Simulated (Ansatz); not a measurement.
# Germanium, bcc under RPBE: from relaxation to bulk modulus, part 2 of 2

Aim: take germanium in the bcc structure, relax it, solve it on a dense k-mesh, then scale the cell to 7 volumes from 88 to 112 % of the relaxed one and try a fit of the equation of state. Spin polarisation is left out. The k-meshes are 13×13×13 for the relaxation; 21×21×21 for the dense run; 15×15×15 for the volumes.

Ansatz 0.2.0; DFT, RPBE, plane waves (420 eV) with PAW, scalar-relativistic.

### Step 8. Equation of state: 104 %

This is Ge in the bcc structure; at room conditions it is diamond.

File input.yaml:

```yaml
crystal:
  lattice:
    - [-1.7276988161, 1.7276988161, 1.7276988161]
    - [1.7276988161, -1.7276988161, 1.7276988161]
    - [1.7276988161, 1.7276988161, -1.7276988161]
  atoms:
    - { symbol: Ge, position: [0.0, 0.0, 0.0] }
hamiltonian:
  xc: rpbe
  pseudopotentials:
    kind: paw
    azcp:
      Ge: "pseudopotentials/Ge.paw.azcp"
basis:
  ecutwfc: 420
  fft_grid_basis: typed
kpoints:
  mp_grid: { grid: [15, 15, 15], shift: [0, 0, 0] }
magnetization:
  spin_polarized: false
scf:
  occupations: { method: fermi_dirac, width: 0.1 }
  lower_state_search: "off"
output:
  stress: true
  write_density: true
  write_potential: true
  elf: true
  volumetric_format: npy
```

The log of the run (excerpt; [...] marks lines left out):

```text
Warning: RAYON_NUM_THREADS=2 ignored (pool sized by the plan → 2); use --threads N
[...]
Pseudopotentials: kind: paw
Pseudopotential: Ge, paw, valence charge 14, recommended cutoff 420 eV (normal), <dir>
Functional definition: RPBE
[...]
Crystal: 1 atoms, lattice volume = 20.628 Å³
Basis set: ecut = 420 eV, 381 PW (Γ)
Bands: 11, of which v1, the nominal top of the filled ones, is band 7 counted from 1 (6 counted from 0)
Symmetry: 48 space group operations
Space group: Im-3m (ITA 229), of the structure as read, at distance tolerance 2.7e-5 Å
k-points: 120 of 3375
[...]
SCF iter   1: F=—  HF=-4300.348807 eV  |F-HF|=—  |Δ(HF+E_count)|=         —  Δρ=2.91e-3  dr2=6.62e-4  ethr=1.77e-3  ⟨swp⟩=5.2  Hψ=7355  notcnv=0
[...]
SCF iter   6: F=-4300.348339 eV  HF=-4300.348339 eV  |F-HF|=7.89e-10  |Δ(HF+E_count)|=   1.40e-8  Δρ=1.15e-6  dr2=3.09e-10  ethr=8.64e-11  ⟨swp⟩=4.3  Hψ=6319  notcnv=0
[...]
SCF converged after 6 iterations
Free energy (F): -4300.348339 eV
[...]
E sigma→0 (E₀):  -4300.338005 eV
Entropy (-TS):   -0.020668 eV (-20.668 meV/atom)
Fermi energy:    9.931117 eV
[...]
--- Stress (GPa, compression-positive) ---
       -2.412993       0.000000       0.000000
        0.000000      -2.412993      -0.000000
        0.000000       0.000000      -2.412993
  P = ⅓ Tr σ = -2.4130 GPa (-24.130 kbar)
--- Band table (eV; the first three rows and the last of 120) ---
  k-point 0: bands = ["-14.8233", "-14.8233", "-14.8233", "-14.7580", "-14.7580", "-2.5077", "18.2579", "18.2579", "18.2579", "24.0875", "24.0875"]
[...]
```

It took 1 s on 2 threads of Arm Neoverse V2, shared host; peak memory 0.29 GiB.

The maps below are laid out on this run's own conventional cell (a, b, c = 3.455, 3.455, 3.455 Å).

Density in a lattice plane of the grid's cell (edges 3.46 and 3.46 Å, at 0.000 of the third edge), which holds Ge.

Ten even steps from ' ' (0.10 e/Å³) to '@' (56.38 e/Å³):
```
**++--..                                  ..::++
::::..                                      ..::
                                                
                                                
                                                
                                                
                                                
                                                
                                                
                                                
                                                
                                                
                                                
                                                
                                                
                                                
                                                
::::..                                      ..::
**++::..                                  ..--++
@@##==..                                  ..==##
```
Columns run along the first of these edges and rows up along the second, over one cell in 24 and 20 even steps from the bottom left corner. Atoms in the plane (fractional): Ge at (0.00, 0.00).

ELF in the same plane.

Ten even steps from ' ' (0.02) to '@' (0.43):
```
      ::++%%@@@@@@%%**==--==**%%@@@@@@%%++::    
    ::==##%%@@@@@@##++==--==++##@@@@@@%%##==::  
--==++##%%@@@@@@@@##++==--==++##@@@@@@@@%%##++==
####%%%%@@@@@@@@%%**++------++**%%@@@@@@@@%%%%##
@@@@@@@@@@@@@@%%##++==------==++##%%@@@@@@@@@@@@
@@@@@@@@@@@@%%##++====------====++##%%@@@@@@@@@@
@@@@%%%%%%##**++====----------====++**##%%%%%%@@
##******++++======--------------======++++******
============--------------------------==========
------------------------------------------------
============--------------------------==========
##******++++======--------------======++++******
@@@@%%%%%%##**++====----------====++**##%%%%%%@@
@@@@@@@@@@@@%%##++====------====++##%%@@@@@@@@@@
@@@@@@@@@@@@@@%%##++==------==++##%%@@@@@@@@@@@@
####%%%%@@@@@@@@%%**++------++**%%@@@@@@@@%%%%##
--==++##%%@@@@@@@@##++==--==++##@@@@@@@@%%##++==
    ::==##%%@@@@@@##++==--==++##@@@@@@%%##==::  
      ::++%%@@@@@@%%**==--==**%%@@@@@@%%++::    
++..  ..==##@@@@@@%%**==--==**%%@@@@@@##==..  ..
```
Columns run along the first of these edges and rows up along the second, over one cell in 24 and 20 even steps from the bottom left corner. Atoms in the plane (fractional): Ge at (0.00, 0.00).

Both are smooth fields of the valence electrons: close to the nuclei they are not physical.

Outside the cores ELF peaks at 0.45 on the Ge–Ge line, 1.2 Å from Ge.

### Step 9. Equation of state: 108 %

Changes to input.yaml since step 8:

```diff
@@ -2,5 +2,5 @@
   lattice:
-    - [-1.7276988161, 1.7276988161, 1.7276988161]
-    - [1.7276988161, -1.7276988161, 1.7276988161]
-    - [1.7276988161, 1.7276988161, -1.7276988161]
+    - [-1.7495707433, 1.7495707433, 1.7495707433]
+    - [1.7495707433, -1.7495707433, 1.7495707433]
+    - [1.7495707433, 1.7495707433, -1.7495707433]
   atoms:
@@ -25,5 +25 @@
   stress: true
-  write_density: true
-  write_potential: true
-  elf: true
-  volumetric_format: npy
```

The log of the run (excerpt; [...] marks lines left out):

```text
Warning: RAYON_NUM_THREADS=2 ignored (pool sized by the plan → 2); use --threads N
[...]
Pseudopotentials: kind: paw
Pseudopotential: Ge, paw, valence charge 14, recommended cutoff 420 eV (normal), <dir>
Functional definition: RPBE
[...]
Crystal: 1 atoms, lattice volume = 21.422 Å³
Basis set: ecut = 420 eV, 429 PW (Γ)
Bands: 11, of which v1, the nominal top of the filled ones, is band 7 counted from 1 (6 counted from 0)
Symmetry: 48 space group operations
Space group: Im-3m (ITA 229), of the structure as read, at distance tolerance 2.8e-5 Å
k-points: 120 of 3375
[...]
SCF iter   1: F=—  HF=-4300.332686 eV  |F-HF|=—  |Δ(HF+E_count)|=         —  Δρ=2.71e-3  dr2=5.84e-4  ethr=1.77e-3  ⟨swp⟩=5.1  Hψ=7342  notcnv=0
[...]
SCF iter   6: F=-4300.332239 eV  HF=-4300.332239 eV  |F-HF|=1.92e-9  |Δ(HF+E_count)|=   5.27e-8  Δρ=4.68e-6  dr2=2.93e-9  ethr=6.84e-10  ⟨swp⟩=4.0  Hψ=3916  notcnv=0
[...]
SCF converged after 6 iterations
Free energy (F): -4300.332239 eV
[...]
E sigma→0 (E₀):  -4300.321683 eV
Entropy (-TS):   -0.021112 eV (-21.112 meV/atom)
Fermi energy:    9.418657 eV
[...]
--- Stress (GPa, compression-positive) ---
       -4.029358      -0.000000      -0.000000
        0.000000      -4.029358      -0.000000
       -0.000000      -0.000000      -4.029358
  P = ⅓ Tr σ = -4.0294 GPa (-40.294 kbar)
```

Run time: 0.76 s. Hardware: 2 threads of Arm Neoverse V2, shared host; peak memory 0.28 GiB.

### Step 10. Equation of state: 112 %

Changes to input.yaml since step 9:

```diff
@@ -2,5 +2,5 @@
   lattice:
-    - [-1.7495707433, 1.7495707433, 1.7495707433]
-    - [1.7495707433, -1.7495707433, 1.7495707433]
-    - [1.7495707433, 1.7495707433, -1.7495707433]
+    - [-1.7709090748, 1.7709090748, 1.7709090748]
+    - [1.7709090748, -1.7709090748, 1.7709090748]
+    - [1.7709090748, 1.7709090748, -1.7709090748]
   atoms:
@@ -25 +25,5 @@
   stress: true
+  write_density: true
+  write_potential: true
+  elf: true
+  volumetric_format: npy
```

The log of the run (excerpt; [...] marks lines left out):

```text
Warning: RAYON_NUM_THREADS=2 ignored (pool sized by the plan → 2); use --threads N
[...]
Pseudopotentials: kind: paw
Pseudopotential: Ge, paw, valence charge 14, recommended cutoff 420 eV (normal), <dir>
Functional definition: RPBE
[...]
Crystal: 1 atoms, lattice volume = 22.215 Å³
Basis set: ecut = 420 eV, 429 PW (Γ)
Bands: 11, of which v1, the nominal top of the filled ones, is band 7 counted from 1 (6 counted from 0)
Symmetry: 48 space group operations
Space group: Im-3m (ITA 229), of the structure as read, at distance tolerance 2.8e-5 Å
k-points: 120 of 3375
[...]
SCF iter   1: F=—  HF=-4300.309356 eV  |F-HF|=—  |Δ(HF+E_count)|=         —  Δρ=2.50e-3  dr2=5.08e-4  ethr=1.77e-3  ⟨swp⟩=5.1  Hψ=7399  notcnv=0
[...]
SCF iter   6: F=-4300.308938 eV  HF=-4300.308938 eV  |F-HF|=2.19e-9  |Δ(HF+E_count)|=   2.18e-8  Δρ=1.02e-5  dr2=2.05e-8  ethr=7.14e-10  ⟨swp⟩=5.4  Hψ=7086  notcnv=0
[...]
SCF converged after 6 iterations
Free energy (F): -4300.308938 eV
[...]
E sigma→0 (E₀):  -4300.298229 eV
Entropy (-TS):   -0.021419 eV (-21.419 meV/atom)
Fermi energy:    8.942109 eV
[...]
--- Stress (GPa, compression-positive) ---
       -5.333430      -0.000000       0.000000
        0.000000      -5.333430      -0.000000
        0.000000      -0.000000      -5.333430
  P = ⅓ Tr σ = -5.3334 GPa (-53.334 kbar)
--- Band table (eV; the first three rows and the last of 120) ---
  k-point 0: bands = ["-15.8101", "-15.8101", "-15.8101", "-15.7581", "-15.7581", "-2.9531", "16.5803", "16.5803", "16.5803", "22.5968", "22.5968"]
[...]
```

Run time: 1.1 s. Hardware: 2 threads of Arm Neoverse V2, shared host; peak memory 0.29 GiB.

### Step 11. Fitting the volumes

The cell was scaled evenly, with its shape and the fractional positions fixed.

```csv
V (Å³/atom),E − E₀ (meV/atom),P from the stress (GPa),P from the fit (GPa)
17.455,55.3,9.31,9.03
18.248,20.6,5.26,5.08
19.042,3.7,2.09,1.95
19.835,0.4,-0.41,-0.53
20.628,8.0,-2.41,-2.50
21.422,24.3,-4.03,-4.06
22.215,47.7,-5.33,-5.31
```

A third-order Birch-Murnaghan fit gives V₀ = 19.651 Å³/atom, B₀ = 58 GPa and B₀′ = 4.7; it misses no point by more than 0.11 meV/atom.

The fit is made to E(σ → 0), while the stress belongs to the free energy F; that is one source of the offset between the two pressures.

### Step 12. What came out

This closing draws on all 2 parts.

| quantity | value |
| --- | --- |
| space group (spins left aside) | Im-3m (No. 229) |
| conventional cell | a = 3.411 Å |
| volume | 19.835 Å³/atom |
| shortest distance | 2.954 Å |
| gap on the mesh | none (levels filled in part) |
| relative to diamond | +362 meV/atom |
| V₀, B₀, B₀′ | 19.651 Å³/atom, 58 GPa, 4.7 |

What this shows: From the guessed start the volume grew by 3.1 % in 4 steps. Against the reference form of germanium (diamond, computed apart with the same settings) it stands 362 meV/atom higher. No gap shows: it is a metal or semimetal at this level. B₀ comes out at 58 GPa. The symmetry was held, so the structure may be unstable against distortions that break it.
